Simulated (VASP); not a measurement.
SiGe: single point with AM05+ULG

Crystal: SiGe.

```
Ge Si
1.0
     3.90445    0.00000    0.00000
    -1.95223    3.38135    0.00000
     0.00000    0.00000    6.45078
Ge Si
2 2
Cartesian
  0.0000 2.2542 0.0025
  1.9522 1.1271 3.2279
  0.0000 2.2542 2.4165
  1.9522 1.1271 5.6419
```

The cell comes from a database or a generator and needn't be the stable form of this composition.

- Program: VASP 6.6.1
- Task: single point
- Functional: AM05
- Dispersion: ULG
- Potentials or basis: VASP PAW PBE potentials, release 64 (Ge_d, Si)
- Cutoff: 520 eV
- k mesh: 8 × 8 × 4
- Occupations: tetrahedron
- Spin: no spin polarisation
- Further INCAR settings: ALGO = Normal; EDIFF = 1e-06

```yaml
Pressure: -2.9 GPa
Largest_force: 0.007 eV/Å
Band_gap_on_the_k_mesh: 0.42 eV, indirect (least direct gap 0.45 eV)
Dispersion_energy_per_atom: -0.328 eV
```

Forces on the atoms (eV/Å):
```
Ge   0.000  0.000  0.007
Ge   0.000  0.000  0.007
Si   0.000  0.000 -0.007
Si   0.000  0.000 -0.007
```

Stress tensor (GPa, compression positive):
```
-2.81  0.00  0.00
 0.00 -2.81  0.00
 0.00  0.00 -3.04
```

Levels at points of the mesh, in eV from the valence-band top:
```csv
k point,band 14,band 15,band 16,band 17,band 18,band 19,band 20,band 21,band 22
"(0.00, 0.00, 0.00)",-1.58,-1.58,-0.31,0.00,0.00,0.45,1.50,2.04,2.04
"(0.50, 0.00, 0.00)",-6.39,-4.74,-3.17,-3.00,-1.53,0.42,1.99,3.27,3.33
"(0.00, 0.00, 0.50)",-4.55,-0.97,-0.97,-0.97,-0.97,1.24,1.24,3.08,3.08
"(0.50, 0.00, 0.50)",-7.58,-2.59,-2.59,-2.51,-2.51,0.68,0.68,1.81,1.81
```

It took 42 s on 1 thread of Intel(R) Xeon(R) Platinum 8488C (Sapphire Rapids) (shared host), peak memory 0.21 GiB.

Caveat: the PAW data sets were made with another functional, which shifts forces and pressure a little. Expect the measured gap to be larger: semilocal functionals such as AM05 lack the derivative discontinuity.
